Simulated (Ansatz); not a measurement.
# Mo: the cost of one run

Method: DFT PBE, scalar-relativistic, plane waves, PAW, in Ansatz 0.2.0.

The COD entry's cell or inner coordinates are ideal or old and differ from later refinements, so a difference from it is no clean test against experiment.

3 further runs of the same task are left out: 3 set aside as unsound or not needed.

## (1) The structure to begin with

Symmetry: Im-3m, No. 229, cubic system. Conventional cell: a = 3.160 Å, b = 3.160 Å, c = 3.160 Å, α = 90.00°, β = 90.00°, γ = 90.00°. Around Mo (site symmetry m-3m) lie 8 Mo at 2.74 Å.

As a file:

```cif
data_structure
_symmetry_space_group_name_H-M 'Im-3m'
_symmetry_Int_Tables_number 229
_cell_length_a 3.1604
_cell_length_b 3.1604
_cell_length_c 3.1604
_cell_angle_alpha 90.000
_cell_angle_beta 90.000
_cell_angle_gamma 90.000
_cell_volume 31.57
loop_
_atom_site_label
_atom_site_type_symbol
_atom_site_symmetry_multiplicity
_atom_site_Wyckoff_symbol
_atom_site_fract_x
_atom_site_fract_y
_atom_site_fract_z
_atom_site_occupancy
Mo1 Mo 2 a 0.00000 0.00000 0.00000 1
```

It is built from the cell relaxed beforehand with the same method (15.78 Å³/atom).

## (2) The reference cell

The cell is repeated 8 times, 8 atoms in all. Reference values: F = -39648.1975 eV; pressure 0.17 GPa; largest force 0.000 eV/Å; gap on the mesh none (metal). It was computed beforehand with the settings of the runs below.

## (3) Next: a one-atom displacement scan

Atom 1 (Mo) is moved by x along the Cartesian unit vector (1.000, 0.000, 0.000); the cell and all other atoms stay fixed. Forces below are components along that vector, summed over the moved atoms. In a periodic cell its images move with it.

## (4) Point x = -0.600 Å

The input, input.yaml:

```yaml
crystal:
  lattice:
    - [-3.1604388711, -3.1604388711, 3.1604388711]
    - [-3.1604388711, 3.1604388711, -3.1604388711]
    - [3.1604388711, -3.1604388711, -3.1604388711]
  atoms:
    - { symbol: Mo, position: [0.5949235256, 0.5949235256, 0.5] }
    - { symbol: Mo, position: [0.0, 0.5, 0.5] }
    - { symbol: Mo, position: [0.5, 0.0, 0.5] }
    - { symbol: Mo, position: [0.0, 0.0, 0.5] }
    - { symbol: Mo, position: [0.5, 0.5, 0.0] }
    - { symbol: Mo, position: [0.0, 0.5, 0.0] }
    - { symbol: Mo, position: [0.5, 0.0, 0.0] }
    - { symbol: Mo, position: [0.0, 0.0, 0.0] }
basis:
  ecutwfc: 420
kpoints:
  mp_grid: { grid: [14, 14, 14] }
hamiltonian:
  xc: pbe
scf:
  occupations: { method: gaussian, width: 0.15 }
output:
  forces: true
  stress: true
  eigenvalues: true
```

The run is started by

```bash
$ ansatz run input.yaml --threads 1 --pin off --max-ram 2560MiB --backend cpu --events-out ev --progress --plain --runs-dir out
```

**Question.** How long does this run take on 1 thread of Intel Xeon 6975P-C (Granite Rapids), shared host, and how much memory does it need?

About 56 s, with a peak of 1.5 GiB.
